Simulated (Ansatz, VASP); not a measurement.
## Two plane-wave programs on Al2O3

```xyz
5
Lattice="2.8099 0.0000 0.0000 -1.4049 2.4334 0.0000 0.0000 0.0000 6.6396" Properties=species:S:1:pos:R:3 pbc="T T T"
Al    0.0000    0.0000    1.2664
Al    0.0000    0.0000    5.3732
O     0.0000    1.6223    1.8863
O     1.4050    0.8111    0.0000
O     0.0000    1.6223    4.7533
```

Alike in both runs: task single point; functional PBE; dispersion D3(BJ); k mesh 9 × 9 × 4; occupations gaussian, width 0.05 eV; no spin polarisation.

```csv
,VASP,Ansatz
version,VASP 6.6.1,Ansatz 0.2.0
potentials or method,"VASP PAW PBE potentials, release 64 (Al, O)","scalar-relativistic, plane waves, PAW"
plane-wave cutoff (eV),520,520
valence electrons in the cell,24,24
```

Ansatz gave:

* gap on the k mesh at the Fermi level (eV): 4.86
* least direct gap on the mesh (eV): 4.98
* pressure (GPa): 26.9
* largest component of the traceless stress (GPa): 9.25
* rms of the force components (eV/Å): 0.735

**Question.** Which values does VASP return?

**Answer.** gap on the k mesh at the Fermi level (eV): 4.83; least direct gap on the mesh (eV): 4.96; pressure (GPa): 27.1; largest component of the traceless stress (GPa): 8.84; rms of the force components (eV/Å): 0.735.

Atom by atom the forces differ by 0.016 eV/Å (rms over components).

Caveats: so large a pressure means that the cell lies far from this level's equilibrium, or that cutoff or potentials fall short (VASP); an odd mesh through Γ misses points on the zone boundary, where band edges often lie; forces of over 1 eV/Å show positions far from the minimum, so gaps and moduli don't describe the material at rest. As with any semilocal functional, this PBE gap is likely too small.
